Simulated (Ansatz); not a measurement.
# Al (P6/mmm) in Ansatz: equation of state

Aim: energy against volume of Al in PBE, for its equilibrium volume and stiffness.

Everything below comes from runs of Ansatz 0.2.0. Logs are shortened: lines on timing, memory, paths and dates and some standing lists are left out, and cuts for length are marked.

## 1. Starting point

It takes space group P6/mmm (No. 191, hexagonal). The conventional cell has a = 4.492 Å, b = 4.492 Å, c = 2.723 Å, α = 90.00°, β = 90.00°, γ = 120.00°. Al (site symmetry -6m2) is surrounded by 5 Al at 2.59 to 2.72 Å.

The cell was built by a generator and needn't be a form met in nature.

## 2. Single point, PBE, 22.36 Å³/atom (volume scaled by 0.94)

File input.yaml:

```yaml
crystal:
  lattice:
    - [4.3999089659, 0.0, 0.0]
    - [-2.199954483, 3.8104332291, 0.0]
    - [0.0, 0.0, 2.6670211396]
  atoms:
    - { symbol: Al, position: [0.33333, 0.66667, 0.0] }
    - { symbol: Al, position: [0.66667, 0.33333, 0.0] }
hamiltonian:
  xc: pbe
  pseudopotentials: { kind: paw }
kpoints:
  mp_grid: { grid: [7, 7, 10] }
scf:
  occupations: { method: fermi_dirac, width: 0.05 }
output:
  forces: true
  stress: true
  eigenvalues: true
```

Potentials or basis: Ansatz PAW.

Started as:

```sh
$ ansatz run input.yaml --threads 2 --pin off --max-ram 5632MiB --backend cpu --events-out ev --progress --plain --runs-dir out
```

Log:

```text
Warning: the atoms were moved onto the symmetric positions of the space group found under crystal.symmetry.tolerance 1.0e-5 (fractional; no operation is sought that the atoms, as they stand in a round, miss by more than twice it, and no atom is moved by as much as it), and the run uses the moved positions. Before a round's move an operation carried an atom to 4.40e-5 Å from where it should land, the largest such distance. Atom 0 (counting from 0) moved farthest, by 2.54e-5 Å; the longest move in fractions of the cell, of whichever atom, is 0.47 of the tolerance, in 1 round. To run the atoms as typed, lower crystal.symmetry.tolerance until the operations that they miss are no longer found, or set crystal.symmetry.detect: false (a key that needs symmetry detection or time reversal refuses this as the deck is read). The positions used, in the order of the run's atom list: position: [0.3333333333333333, 0.6666666666666666, 0.0]; position: [0.6666666666666666, 0.3333333333333333, 0.0]; The lattice was moved too: crystal.lattice keeps the space group found at crystal.symmetry.tolerance 1.0e-5 only nearly: the operation that it misses by the most changes a squared length by the fraction 1.32e-7. The run uses the lattice that is a stretch of the typed one, with no rotation, onto the one that keeps every operation to a double's rounding (on a very oblique basis the stretch itself rounds by more); the deck's lattice vector that moved farthest moved by 1.68e-7 Å. To run the lattice as typed, set crystal.symmetry.detect: false, as for the atoms. crystal.lattice made exact, in Å and degrees: [[4.399909133499983, 2.8867413843153724e-11, 0.0], [-2.199954566774992, 3.8104330839397287, 0.0], [0.0, 0.0, 2.6670211396]]. Pasted over the deck's crystal.lattice, beside positions in fractional coordinates, it runs the same cell (given as lengths and angles, that cell in the form's own orientation, a rigid turn of the misfit's size from the one run here, for which a checkpoint.post_process_only pass over this run's state can be refused: where this run relaxes nothing, give such a pass this deck's own crystal.lattice, as typed; behind a relaxation, as crystal.lattice, the state's own cell, identity.cell in its checkpoint.json), and a matrix so pasted ends this notice, except on a very skew basis of the lattice, where the rounding of the pasted numbers themselves can read as a misfit: the cell is then moved again, and that move is told again. The lattice as run is in this notice's lattice.as_run_ang field (Run.prep()["deck_notices"] in Python, the deck_notice line of an events file, deck_notices of ansatz run --dry-run=json, or deck_notices in record.json in the deck's checkpoint.write directory).
Warning: RAYON_NUM_THREADS=2 ignored (pool sized by the plan → 2); use --threads N
Engine: ansatz 0.2.0, x86_64-unknown-linux-gnu
Pseudopotentials: kind: paw
Pseudopotential: Al, paw, valence charge 3, recommended cutoff 420 eV (normal), Al.paw.azcp
Functional definition: PBE
  parameter kappa = 0.804
  parameter beta = 0.06672455060314922
  exchange = pbe_x(kappa = kappa, mu = beta*pi^2/3)
  correlation = pbe_c(beta = beta)
Crystal: 2 atoms, lattice volume = 44.714 Å³
Basis set: ecut = 420 eV, 903 PW (Γ), exchange–correlation on 60×60×36 points (8 copies of the dense FFT grid, shifted against one another)
Bands: 7, of which v1, the nominal top of the filled ones, is band 3 counted from 1 (2 counted from 0)
Symmetry: 24 space group operations
Space group: P6/mmm (ITA 191), of the structure as read, at distance tolerance 3.5e-5 Å
k-points: 48 of 490
Non-local potential: Al, projectors of the file, l = 0: 2, l = 1: 2, l = 2: 1
PAW form: soft (Blöchl's): semilocal exchange-correlation on the pseudo side does not see the compensation charge
PAW one-centre angular grid: Al, 110 points (default); XC on 64 Gauss nodes
Initial density: superposition of atomic densities (neutral atoms: chi_scale 0, normalization atom), corrected by the library's trained network
Initial wavefunctions: pseudopotential atomic-orbital guess
Functional: x = pbe(κ = 0.804, μ = 0.2195149727645171), c = pbe(β = 0.06672455060314922)
SCF iter   1: F=—  HF=-1073.960485 eV  |F-HF|=—  |Δ(HF+E_count)|=         —  Δρ=2.54e-3  dr2=4.25e-3  ethr=1.77e-3  ⟨swp⟩=5.5  Hψ=3041  notcnv=0
preconditioner: auto → none  [metal: Δε(μ)=0.142 eV  Ē_g=7.705 eV  σ=0.050 eV  W_gap=0.49  n_scr=6 (ndim 8)  ℏωp=13.6 eV  f_vac=0.000  D(μ)=0.52/eV (n_scr^D=0)  sad-step TF]
SCF iter   2: F=—  HF=-1073.960033 eV  |F-HF|=—  |Δ(HF+E_count)|=   4.52e-4  Δρ=1.54e-3  dr2=1.65e-3  ethr=7.08e-5  ⟨swp⟩=1.0  Hψ=722  notcnv=0
SCF iter   3: F=—  HF=-1073.959716 eV  |F-HF|=—  |Δ(HF+E_count)|=   3.16e-4  Δρ=8.97e-5  dr2=3.43e-6  ethr=2.75e-5  ⟨swp⟩=2.1  Hψ=465  notcnv=0
SCF iter   4: F=—  HF=-1073.959646 eV  |F-HF|=—  |Δ(HF+E_count)|=   7.04e-5  Δρ=1.77e-5  dr2=1.46e-7  ethr=5.71e-8  ⟨swp⟩=2.4  Hψ=481  notcnv=0
iter 5 did not close the SCF: its close was put off for the readings that it lacked (scf_convergence_deferred on its scf_iter line)
SCF iter   5: F=-1073.959646 eV  HF=-1073.959646 eV  |F-HF|=4.48e-11  |Δ(HF+E_count)|=   1.74e-7  Δρ=1.88e-6  dr2=2.52e-9  ethr=2.43e-9  ⟨swp⟩=2.4  Hψ=469  notcnv=0
SCF iter   6: F=-1073.959646 eV  HF=-1073.959646 eV  |F-HF|=1.16e-11  |Δ(HF+E_count)|=  6.02e-10  Δρ=1.72e-7  dr2=1.43e-11  ethr=4.21e-11  ⟨swp⟩=1.4  Hψ=1032  notcnv=0
SCF 1 converged in 6 iterations: F = -1073.959646 eV  dr2 = 1.43e-11
SCF converged after 6 iterations
Free energy (F): -1073.959646 eV
Harris-Foulkes:  -1073.959646 eV  (|F-HF|=1.16e-11)
Internal energy: -1073.955044 eV  (E = F + TS)
E sigma→0 (E₀):  -1073.957345 eV
Entropy (-TS):   -0.004602 eV (-2.301 meV/atom)
Fermi energy:    4.633463 eV
--- Per-component energies (eV) ---
  E_band       = 5.127266
  E_kinetic    = 43.111166
  E_local      = -8.247962  (includes V_loc(G=0)·N_el)
  E_nonlocal   = 22.499414
  E_hartree    = 5.541015
  E_xc         = -77.752873
  E_vxc        = -55.536067  (∫ρ·V_xc dr)
  E_paw        = -935.172147  (= ΣΔE_a)
  E_vpaw       = -7.781311  (= ΣTr[D̂ρ^β])
  E_aug_tail   = -0.000004  (compensation charges beyond the density's cutoff)
  E_ewald      = -123.933654
  E_smearing   = -0.004602  (= −TS)
  E_closure    = -0.000000  (closes the sum)
  Σ components = -1073.959646   (vs F -1073.959646, Δ=0.00e0)
--- Forces (eV/Å), atoms counted from 1 ---
  atom   1  Al    -0.00000000     0.00000000     0.00000000
  atom   2  Al     0.00000000    -0.00000000    -0.00000000
  max |Σ_I F_I| component: 0.00e0 eV/Å
--- Stress (GPa, compression-positive) ---
        5.593651       0.000000       0.000000
        0.000000       5.593651       0.000000
        0.000000       0.000000       4.515255
  P = ⅓ Tr σ = 5.2342 GPa (52.342 kbar)
--- Band table (eV; the first three rows and the last of 48) ---
  k-point 0: bands = ["-4.6234", "3.7196", "3.7196", "4.4482", "6.8416", "6.8416", "10.2013"]
  k-point 1: bands = ["-4.4169", "3.9023", "3.9023", "4.6402", "7.0333", "7.0333", "9.9464"]
  k-point 2: bands = ["-3.8001", "4.4464", "4.4464", "5.2012", "7.6042", "7.6042", "7.8089"]
  k-point 47: bands = ["2.1784", "2.5850", "3.2150", "3.5397", "5.0303", "7.3320", "12.1576"]
```

Run time: 1.3 s. Hardware: 2 threads of Intel Xeon at 2.50GHz (Skylake/Cascade Lake), shared host; peak memory 0.3 GiB.

Results:

| Property | Result |
| --- | --- |
| Free energy | -1073.9596 eV |
| Pressure | 5.2 GPa |
| Band gap on the k mesh | none (metal or under the smearing width) |

## 3. Single point, PBE, 22.83 Å³/atom (volume scaled by 0.96)

Edit input.yaml of step 2 so:

```diff
@@ -2,5 +2,5 @@
   lattice:
-    - [4.3999089659, 0.0, 0.0]
-    - [-2.199954483, 3.8104332291, 0.0]
-    - [0.0, 0.0, 2.6670211396]
+    - [4.4308952612, 0.0, 0.0]
+    - [-2.2154476306, 3.8372681501, 0.0]
+    - [0.0, 0.0, 2.6858035974]
   atoms:
@@ -19 +19,5 @@
   eigenvalues: true
+  write_density: true
+  write_potential: true
+  elf: true
+  volumetric_format: npy
```

Potentials or basis: Ansatz PAW.

Started as:

```sh
$ ansatz run input.yaml --threads 2 --pin off --max-ram 5632MiB --backend cpu --events-out ev --progress --plain --runs-dir out
```

It took 1.7 s on 2 threads of Intel Xeon at 2.50GHz (Skylake/Cascade Lake), shared host; peak memory 0.31 GiB.

The run converged. Its results:

- Free energy: -1073.9868 eV
- Pressure: 3.9 GPa
- Band gap on the k mesh: none (metal or under the smearing width)

## 4. Single point, PBE, 23.31 Å³/atom (volume scaled by 0.98)

File input.yaml:

```yaml
crystal:
  lattice:
    - [4.4614541252, 0.0, 0.0]
    - [-2.2307270626, 3.8637329047, 0.0]
    - [0.0, 0.0, 2.7043269662]
  atoms:
    - { symbol: Al, position: [0.33333, 0.66667, 0.0] }
    - { symbol: Al, position: [0.66667, 0.33333, 0.0] }
hamiltonian:
  xc: pbe
  pseudopotentials: { kind: paw }
kpoints:
  mp_grid: { grid: [7, 7, 10] }
scf:
  occupations: { method: fermi_dirac, width: 0.05 }
output:
  forces: true
  stress: true
  eigenvalues: true
```

Started as:

```sh
$ ansatz run input.yaml --threads 2 --pin off --max-ram 5632MiB --backend cpu --events-out ev --progress --plain --runs-dir out
```

Wall time 1.3 s (2 threads of Intel Xeon at 2.50GHz (Skylake/Cascade Lake), shared host); peak memory 0.31 GiB.

The run converged. Its results:

```yaml
Free_energy: -1074.0065 eV
Pressure: 2.7 GPa
Band_gap_on_the_k_mesh: none (metal or under the smearing width)
```

## 5. Single point, PBE, 23.78 Å³/atom

Edit input.yaml of step 4 so:

```diff
@@ -2,5 +2,5 @@
   lattice:
-    - [4.4614541252, 0.0, 0.0]
-    - [-2.2307270626, 3.8637329047, 0.0]
-    - [0.0, 0.0, 2.7043269662]
+    - [4.4916, 0.0, 0.0]
+    - [-2.2458, 3.88984, 0.0]
+    - [0.0, 0.0, 2.7226]
   atoms:
```

Started as:

```sh
$ ansatz run input.yaml --threads 2 --pin off --max-ram 5632MiB --backend cpu --events-out ev --progress --plain --runs-dir out
```

It took 1.3 s on 2 threads of Intel Xeon at 2.50GHz (Skylake/Cascade Lake), shared host; peak memory 0.31 GiB.

Results (log left out):

- Free energy: -1074.0195 eV
- Pressure: 1.7 GPa
- Band gap on the k mesh: none (metal or under the smearing width)

## 6. Single point, PBE, 24.26 Å³/atom (volume scaled by 1.02)

Edit input.yaml of step 5 so:

```diff
@@ -2,5 +2,5 @@
   lattice:
-    - [4.4916, 0.0, 0.0]
-    - [-2.2458, 3.88984, 0.0]
-    - [0.0, 0.0, 2.7226]
+    - [4.5213465623, 0.0, 0.0]
+    - [-2.2606732811, 3.9156012806, 0.0]
+    - [0.0, 0.0, 2.740630989]
   atoms:
```

Potentials or basis: Ansatz PAW.

Started as:

```sh
$ ansatz run input.yaml --threads 2 --pin off --max-ram 5632MiB --backend cpu --events-out ev --progress --plain --runs-dir out
```

Wall time 1.3 s (2 threads of Intel Xeon at 2.50GHz (Skylake/Cascade Lake), shared host); peak memory 0.31 GiB.

It converged, with:

```
Free energy            : -1074.0263 eV
Pressure               : 0.7 GPa
Band gap on the k mesh : none (metal or under the smearing width)
```

## 7. Single point, PBE, 24.74 Å³/atom (volume scaled by 1.04)

Edit input.yaml of step 6 so:

```diff
@@ -2,5 +2,5 @@
   lattice:
-    - [4.5213465623, 0.0, 0.0]
-    - [-2.2606732811, 3.9156012806, 0.0]
-    - [0.0, 0.0, 2.740630989]
+    - [4.5507067782, 0.0, 0.0]
+    - [-2.2753533891, 3.9410279754, 0.0]
+    - [0.0, 0.0, 2.7584277928]
   atoms:
```

Started as:

```sh
$ ansatz run input.yaml --threads 2 --pin off --max-ram 5632MiB --backend cpu --events-out ev --progress --plain --runs-dir out
```

Wall time 1.4 s (2 threads of Intel Xeon at 2.50GHz (Skylake/Cascade Lake), shared host); peak memory 0.31 GiB.

The run converged. Its results:

| Quantity | Value |
| --- | --- |
| Free energy | -1074.0277 eV |
| Pressure | -0.2 GPa |
| Band gap on the k mesh | none (metal or under the smearing width) |

## 8. Single point, PBE, 25.21 Å³/atom (volume scaled by 1.06)

Edit input.yaml of step 7 so:

```diff
@@ -2,5 +2,5 @@
   lattice:
-    - [4.5507067782, 0.0, 0.0]
-    - [-2.2753533891, 3.9410279754, 0.0]
-    - [0.0, 0.0, 2.7584277928]
+    - [4.5796929532, 0.0, 0.0]
+    - [-2.2898464766, 3.9661307412, 0.0]
+    - [0.0, 0.0, 2.7759978703]
   atoms:
```

Started as:

```sh
$ ansatz run input.yaml --threads 2 --pin off --max-ram 5632MiB --backend cpu --events-out ev --progress --plain --runs-dir out
```

Wall time 1.2 s (2 threads of Intel Xeon at 2.50GHz (Skylake/Cascade Lake), shared host); peak memory 0.31 GiB.

Results (log left out):

| Item | Value |
| --- | --- |
| Free energy | -1074.0242 eV |
| Pressure | -1.0 GPa |
| Band gap on the k mesh | none (metal or under the smearing width) |

## 9. Equation of state, PBE

Potentials or basis: Ansatz PAW.

No new run: the results of the series are fitted here.

Results:

```
Equilibrium volume                        : 24.62 Å³/atom
Bulk modulus at fixed shape and positions : 44 GPa
Pressure derivative of the bulk modulus   : 4.2
```

Energy against volume, from the lowest point:
```csv
volume (Å³/atom),energy (meV/atom)
22.357,34.04
22.833,20.47
23.308,10.61
23.784,4.12
24.260,0.69
24.735,0.00
25.211,1.78
```

Caveat: the cell was scaled at fixed shape and fractional positions, which overstates the stiffness of a crystal with free parameters, most of all of layers and chains.
